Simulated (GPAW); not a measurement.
# WS2 in GPAW: further runs

The runs below take WS2 through band structure, with PBEsol, LDA.

Everything below comes from runs of GPAW 26.7.0. Logs are shortened: lines on timing, memory, paths and dates and some standing lists are left out, and cuts for length are marked. The log counts tension as positive stress, the text compression.

## Step 1: The structure

The cell holds a slab with vacuum, 6 atoms: a = 3.183 Å, b = 3.183 Å, c = 23.669 Å, α = 90.00°, β = 90.00°, γ = 120.00°.

## Step 2: Band structure, PBEsol

The input, run.py:

```python
from ase import Atoms
from ase.dft.bandgap import bandgap
from ase.io import write
from ase.units import GPa
from gpaw import GPAW, PW, setup_paths

setup_paths.insert(0, '.')

atoms = Atoms(['W', 'W', 'S', 'S', 'S', 'S'],
              cell=[[3.1832085602, 0.0, 0.0],
                    [-1.5916042801, 2.7567394786, 0.0],
                    [0.0, 0.0, 23.66876325]],
              scaled_positions=[[0.6666666667, 0.3333333333, 0.36268246],
                                [0.3333333333, 0.6666666667, 0.63731754],
                                [0.6666666667, 0.3333333333, 0.70318389],
                                [0.3333333333, 0.6666666667, 0.42855817],
                                [0.6666666667, 0.3333333333, 0.57144183],
                                [0.3333333333, 0.6666666667, 0.29681611]],
              pbc=True)

calc = GPAW(mode=PW(600),
            xc='PBEsol',
            kpts={'size': (6, 6, 1), 'gamma': True},
            occupations={'name': 'fermi-dirac', 'width': 0.05},
            nbands=46,
            convergence={'density': 1e-05, 'energy': 1e-05},
            maxiter=150,
            txt='gpaw.txt')
atoms.calc = calc
energy = atoms.get_potential_energy()
forces = atoms.get_forces()
stress = atoms.get_stress()
calc.write('gs.gpw')
write('result.traj', atoms)
print(f'Energy: {energy:.6f} eV')
print('Forces (eV/A):')
print(forces.round(4))
print('Stress (GPa):', (stress / GPa).round(3))
print('Fermi level:', round(calc.get_fermi_level(), 4), 'eV')
print(f'Gap: {bandgap(calc)[0]:.4f} eV, direct: {bandgap(calc, direct=True)[0]:.4f} eV')

path = atoms.cell.bandpath('GMKGALHA,LM,KH', npoints=61, eps=1e-4)
bs_calc = calc.fixed_density(kpts=path, symmetry='off', nbands=79,
                             convergence={'bands': 'CBM+6.0', 'eigenstates': 1e-6}, txt='bands.txt')
bs = bs_calc.band_structure()
bs.write('bs.json')
print(f'Gap on the path: {bandgap(bs_calc)[0]:.4f} eV')
```

Potentials or basis: PAW data sets generated in the run's folder for this functional, pw.

On the command line:

```
$ gpaw-setup -f PBEsol S W
$ OMP_NUM_THREADS=1 python run.py
```

gpaw.txt:

```text
__  _  _
 | _ |_)|_||  |
 |__||  | ||/\| - 26.7.0

Input parameters:
  mode=PW(ecut=600.0),
  convergence={'density': 1e-05, 'energy': 1e-05},
  kpts=MonkhorstPack(size=(6, 6, 1), gamma=True),
  maxiter=150,
  nbands=46,
  occupations=Occupations(name='fermi-dirac', width=0.05),
  xc=XC(name='PBEsol')

Diagonalizing LCAO Hamiltonian
Converting LCAO to pw mode

           S

        W

           S

        S

           W

        S

Atoms  # Å, Bohr magnetons
|   | symbol |         x |        y |         z |    initial magnetic moments |
|---|--------|-----------|----------|-----------|-----------------------------|
| 0 |      W |  1.591604 | 0.918913 |  8.584245 | ( 0.0000,  0.0000,  0.0000) |
| 1 |      W | -0.000000 | 1.837826 | 15.084518 | ( 0.0000,  0.0000,  0.0000) |
| 2 |      S |  1.591604 | 0.918913 | 16.643493 | ( 0.0000,  0.0000,  0.0000) |
| 3 |      S | -0.000000 | 1.837826 | 10.143442 | ( 0.0000,  0.0000,  0.0000) |
| 4 |      S |  1.591604 | 0.918913 | 13.525321 | ( 0.0000,  0.0000,  0.0000) |
| 5 |      S | -0.000000 | 1.837826 |  7.025270 | ( 0.0000,  0.0000,  0.0000) |

Unit cell  # Å
| periodic |         x |        y |         z |   lengths |     angles |
|----------|-----------|----------|-----------|-----------|------------|
|      yes |  3.183209 | 0.000000 |  0.000000 |  3.183209 |  90.000000 |
|      yes | -1.591604 | 2.756739 |  0.000000 |  3.183209 |  90.000000 |
|      yes |  0.000000 | 0.000000 | 23.668763 | 23.668763 | 120.000000 |

Number of symmetries: 12
Symmetry operations  # r_c * U_cc + t_c -> r_c
|    | kind |            matrix            |
|----|------|------------------------------|
|  0 |  σ   |  1, 1, 0,  0,-1, 0,  0, 0, 1 |
|  1 |  S6  |  1, 1, 0, -1, 0, 0,  0, 0,-1 |
|  2 |  E   |  1, 0, 0,  0, 1, 0,  0, 0, 1 |
|  3 |  C2  |  1, 0, 0, -1,-1, 0,  0, 0,-1 |
|  4 |  C2  |  0, 1, 0,  1, 0, 0,  0, 0,-1 |
|  5 |  C3  |  0, 1, 0, -1,-1, 0,  0, 0, 1 |
|  6 |  S6  |  0,-1, 0,  1, 1, 0,  0, 0,-1 |
|  7 |  σ   |  0,-1, 0, -1, 0, 0,  0, 0, 1 |
|  8 |  σ   | -1, 0, 0,  1, 1, 0,  0, 0, 1 |
|  9 |  i   | -1, 0, 0,  0,-1, 0,  0, 0,-1 |
| 10 |  C3  | -1,-1, 0,  1, 0, 0,  0, 0, 1 |
| 11 |  C2  | -1,-1, 0,  0, 1, 0,  0, 0,-1 |

BZ-sampling:
  Number of BZ points: 36
  Number of IBZ points: 7

  Monkhorst-Pack size: [6, 6, 1]
  Monkhorst-Pack shift: [0.08333333333333333, 0.08333333333333333, 0.0]

K-points  # in reciprocal-cell coordinates
|   |                                coordinates |     weight |
|---|--------------------------------------------|------------|
| 0 | (  0.00000000,   0.00000000,   0.00000000) | 0.02777778 |
| 1 | (  0.16666667,   0.00000000,   0.00000000) | 0.16666667 |
| 2 | (  0.33333333,  -0.16666667,   0.00000000) | 0.16666667 |
| 3 | (  0.33333333,   0.00000000,   0.00000000) | 0.16666667 |
| 4 | (  0.33333333,   0.33333333,   0.00000000) | 0.05555556 |
| 5 | (  0.50000000,   0.33333333,   0.00000000) | 0.33333333 |
| 6 | (  0.50000000,   0.50000000,   0.00000000) | 0.08333333 |

Plane wave coefficients: 6975
Cutoff: 600.0 eV

Spin-components: 1 (collinear spins)
Bands:           46
Projectors:      32
Spin-degeneracy: 2
Datatype:        complex128

Parallelization:
  kpt:    1
  domain: 1
  band:   1

Density:
  Valence electrons: 52.0
  Components: 1
  Grid points: [ 18  18 135]
  Charge: 0.0  # |e|

Potential:
  Grid points: [ 18  18 135]

species:
  W:
    name:    Tungsten
    Z:       74.0
    valence: 14
    core:    60
    charge:  0.0  # [|e|]
    compensation charges:
      type: gauss
      rc: 0.40  # [Å]
      lmax: 2
    cutoffs:
      filter: 2.36  # [Å]
      core: 3.02  # [Å]
    projectors
    | kind |    occ | energy [eV] | rcut [Å] |
    |------|--------|-------------|----------|
    |   5s |  2.000 |     -78.864 |    1.344 |
    |   6s |  2.000 |      -5.730 |    1.344 |
    |   5p |  6.000 |     -43.252 |    1.355 |
    |   6p |  0.000 |      -1.338 |    1.355 |
    |   5d |  4.000 |      -4.526 |    1.228 |
    |    d |        |      22.686 |    1.228 |

    Using partial waves for W as LCAO basis

  S:
    name:    Sulfur
    Z:       16.0
    valence: 6
    core:    10
    charge:  0.0  # [|e|]
    compensation charges:
      type: gauss
      rc: 0.24  # [Å]
      lmax: 2
    cutoffs:
      filter: 1.77  # [Å]
      core: 1.66  # [Å]
    projectors
    | kind |    occ | energy [eV] | rcut [Å] |
    |------|--------|-------------|----------|
    |   3s |  2.000 |     -17.192 |    0.974 |
    |   3p |  4.000 |      -6.978 |    0.979 |
    |    s |        |      10.020 |    0.974 |
    |    p |        |      20.234 |    0.979 |
    |    d |        |       0.000 |    0.900 |

    Using partial waves for S as LCAO basis

Reference energy: -920646.339667  # eV

eigensolver:
  PPCG
  Converge bands: occupied
  niter=2

density mixing:
  MSR1-Mixer
  Pratt-step length: 0.05
  Maximum mixing coefficient: 0.75
  Old densities: 10
  SVD Regularization: 0.005
  Good broyden scale: 1.0
  Trust region scale: 1.0
  Backstep threshold: 4.0
  History deletion threshold: 6.0
  Fourier metric: weight=20.0, sigma=0.015

occupation numbers:
  Fermi-Dirac:
    width: 0.0500  # eV

poisson solver:
  ecut: 4800.0  # eV

xc functional:
  name: PBEsol with 2 nearest neighbor stencil

convergence criteria:
[... 6 lines left out ...]
|iter     | |      energy | eigst |  dens |
|---------|-|-------------|-------|-------|
|iter:   1| |  -48.079982 | +0.39 |       |
|iter:   2| |  -48.272101 | -1.27 | -1.20 |
|iter:   3| |  -48.575547 | -1.13 | -1.22 |
|iter:   4| |  -47.986837 | -1.72 | -1.29 |
|iter:   5| |  -47.914965 | -1.82 | -1.55 |
|iter:   6| |  -47.689882 | -2.34 | -1.68 |
|iter:   7| |  -47.669121 | -3.40 | -2.01 |
|iter:   8| |  -47.668557 | -4.16 | -2.69 |
|iter:   9| |  -47.668576 | -5.08 | -3.33 |
|iter:  10| |  -47.668574c| -5.73 | -3.99 |
|iter:  11| |  -47.668574c| -6.19 | -4.54 |
|iter:  12| |  -47.668574c| -6.75 | -5.26c|
|iter:  13| |  -47.668574c| -7.14 | -5.62c|
|iter:  14| |  -47.668574c| -7.58c| -6.34c|

Converged in 14 steps
Energy contributions relative to reference atoms: (reference = -920646.339667)

Energy contributions:
  Kinetic:          24.396867
  Coulomb:         -29.641170
  Zero:              0.300336
  External:          0.000000
  Xc:              -42.724606
  Entropy:          -0.000000
  Spinorbit:         0.000000
  ----------------------------
  Free energy:     -47.668574
  Extrapolated:    -47.668574

dipole moment: (0.000004, 0.000006, 0.000056)  # |e|*Ang

Fermi level: 2.336
Eigenvalues  # (at kpt = [0.000, 0.000, 0.000])
| band index |      eig [eV] | occ [0-2] |
|------------|---------------|-----------|
|          0 |       -72.432 |     2.000 |
|        ... |               |           |
|         18 |        -1.135 |     2.000 |
|         19 |        -0.342 |     2.000 |
|         20 |        -0.316 |     2.000 |
|         21 |        -0.316 |     2.000 |
|         22 |        -0.305 |     2.000 |
|         23 |        -0.305 |     2.000 |
[... 8 lines left out ...]
|         32 |         4.445 |     0.000 |
|         33 |         4.445 |     0.000 |
|        ... |               |           |
|         45 |        11.706 |     0.000 |

Gap: 1.445 eV
Transition (v -> c):
  (s=0, k=0, n=25, [0.00, 0.00, 0.00]) -> (s=0, k=4, n=26, [0.33, 0.33, 0.00])
Direct/indirect transitions are different
Direct gap: 1.754 eV
Transition at: (s=0, k=4, n=25, [0.33, 0.33, 0.00])

Forces  # eV/Ang
|        x |        y |        z |
|----------|----------|----------|
| -0.00000 |  0.00000 | -0.00628 |  # W    0
| -0.00000 | -0.00000 |  0.00628 |  # W    1
|  0.00000 | -0.00000 | -0.10424 |  # S    2
|  0.00000 | -0.00000 | -0.07782 |  # S    3
|  0.00000 |  0.00000 |  0.07782 |  # S    4
| -0.00000 |  0.00000 |  0.10424 |  # S    5

Stress tensor  # eV/Ang^3
|        x |         y |         z |
|----------|-----------|-----------|
| 0.012597 |  0.000000 |  0.000000 |
| 0.000000 |  0.012597 | -0.000000 |
| 0.000000 | -0.000000 |  0.003632 |

# Writing to gs.gpw (mode='')
```

Wall time 6.2 min (1 thread of Arm Neoverse V2, shared host); peak memory 0.97 GiB.

What came out:

| Item | Value |
| --- | --- |
| Free energy | -47.6686 eV |
| Largest force | 0.104 eV/Å |
| Band gap on the k mesh | 1.44 eV, indirect (least direct gap 1.75 eV) |
| Band gap along the path | 1.44 eV, indirect (least direct gap 1.75 eV) |

Forces in eV/Å, atoms in the order of the input:
```
W    0.000  0.000 -0.006
W    0.000  0.000  0.006
S    0.000  0.000 -0.104
S    0.000  0.000 -0.078
S    0.000  0.000  0.078
S    0.000  0.000  0.104
```

Levels at the corners of the path, in eV from the valence-band top:
| point | band 24 | band 25 | band 26 | band 27 | band 28 | band 29 |
| --- | --- | --- | --- | --- | --- | --- |
| Γ | -1.96 | -0.50 | 0.00 | 2.56 | 2.56 | 2.56 |
| M | -1.58 | -1.28 | -1.23 | 2.50 | 2.51 | 2.92 |
| K | -2.63 | -0.37 | -0.31 | 1.44 | 1.44 | 2.82 |
| Γ | -1.96 | -0.50 | 0.00 | 2.56 | 2.56 | 2.56 |
| A | -1.96 | -0.50 | 0.00 | 2.56 | 2.56 | 2.56 |
| L | -1.58 | -1.28 | -1.23 | 2.50 | 2.51 | 2.92 |
| H | -2.63 | -0.37 | -0.31 | 1.44 | 1.44 | 2.82 |
| A | -1.96 | -0.50 | 0.00 | 2.56 | 2.56 | 2.56 |
| L | -1.58 | -1.28 | -1.23 | 2.50 | 2.51 | 2.92 |
| M | -1.58 | -1.28 | -1.23 | 2.50 | 2.51 | 2.92 |
| K | -2.63 | -0.37 | -0.31 | 1.44 | 1.44 | 2.82 |
| H | -2.63 | -0.37 | -0.31 | 1.44 | 1.44 | 2.82 |

Caveat: spin-orbit coupling is left out, which moves the levels of the heavy elements. Expect the measured gap to be larger: semilocal functionals such as PBEsol lack the derivative discontinuity.

## Step 3: Band structure, LDA

run.py, as its differences from that of step 2:

```diff
@@ -4,5 +4,3 @@
 from ase.units import GPa
-from gpaw import GPAW, PW, setup_paths
-
-setup_paths.insert(0, '.')
+from gpaw import GPAW, PW
 
@@ -21,3 +19,3 @@
 calc = GPAW(mode=PW(600),
-            xc='PBEsol',
+            xc='LDA',
             kpts={'size': (6, 6, 1), 'gamma': True},
```

Potentials or basis: the program's PAW data sets (release 1.2.1) made for this functional, pw.

On the command line:

```
$ OMP_NUM_THREADS=1 python run.py
```

It took 6.3 min on 1 thread of Arm Neoverse V2, shared host; peak memory 0.97 GiB.

Results (log left out):

```
Free energy             : -49.7188 eV
Largest force           : 0.438 eV/Å
Band gap on the k mesh  : 1.43 eV, indirect (least direct gap 1.75 eV)
Band gap along the path : 1.43 eV, indirect (least direct gap 1.75 eV)
```

Forces on the atoms (eV/Å):
```
W    0.000  0.000 -0.003
W    0.000  0.000  0.003
S    0.000  0.000 -0.438
S    0.000  0.000 -0.349
S    0.000  0.000  0.349
S    0.000  0.000  0.438
```

Stress tensor (GPa, compression positive):
```
-3.67  0.00  0.00
 0.00 -3.67  0.00
 0.00  0.00 -2.37
```

Levels at the corners of the path, in eV from the valence-band top:
```
point  band 24  band 25  band 26  band 27  band 28  band 29
    Γ    -1.96    -0.51     0.00     2.55     2.55     2.56
    M    -1.56    -1.25    -1.20     2.46     2.48     2.89
    K    -2.61    -0.38    -0.32     1.43     1.43     2.77
    Γ    -1.96    -0.51     0.00     2.55     2.55     2.56
    A    -1.96    -0.51     0.00     2.55     2.55     2.56
    L    -1.56    -1.25    -1.20     2.46     2.48     2.89
    H    -2.61    -0.38    -0.32     1.43     1.43     2.77
    A    -1.96    -0.51     0.00     2.55     2.55     2.56
    L    -1.56    -1.25    -1.20     2.46     2.48     2.89
    M    -1.56    -1.25    -1.20     2.46     2.48     2.89
    K    -2.61    -0.38    -0.32     1.43     1.43     2.77
    H    -2.61    -0.38    -0.32     1.43     1.43     2.77
```

Caveat: spin-orbit coupling is left out, which moves the levels of the heavy elements.

## Step 4: The reference run

An earlier run on the cell as given: functional PBEsol; potentials or basis PAW data sets generated in the run's folder for this functional; cutoff 600 eV; basis pw; k mesh 10 × 10 × 2; occupations fermi-dirac, width 0.05 eV; no spin polarisation.

* Largest force: 0.109 eV/Å
* Band gap on the k mesh: 1.65 eV, indirect (least direct gap 2.12 eV)

## Step 5: Summary

```tsv
task	level	potentials or basis	k mesh	band path	band points	gap on the mesh (eV)	largest force (eV/Å)
band structure	PBEsol	PAW data sets generated in the run's folder for this functional, pw	6 × 6 × 1	GMKGALHA,LM,KH	61	1.44	0.10
band structure	LDA	the program's PAW data sets (release 1.2.1) made for this functional, pw	6 × 6 × 1	GMKGALHA,LM,KH	61	1.43	0.44
single point	PBEsol	PAW data sets generated in the run's folder for this functional, pw	10 × 10 × 2	-	-	1.65	0.11
```

Alike in all rows: no spin polarisation; cell as given; cutoff (eV) 600; smearing fermi-dirac 0.05 eV.

Caveats: spin-orbit coupling is left out, which moves the levels of the heavy elements.

Total energies depend on the potentials used, so only differences within one code and one set of settings carry meaning.
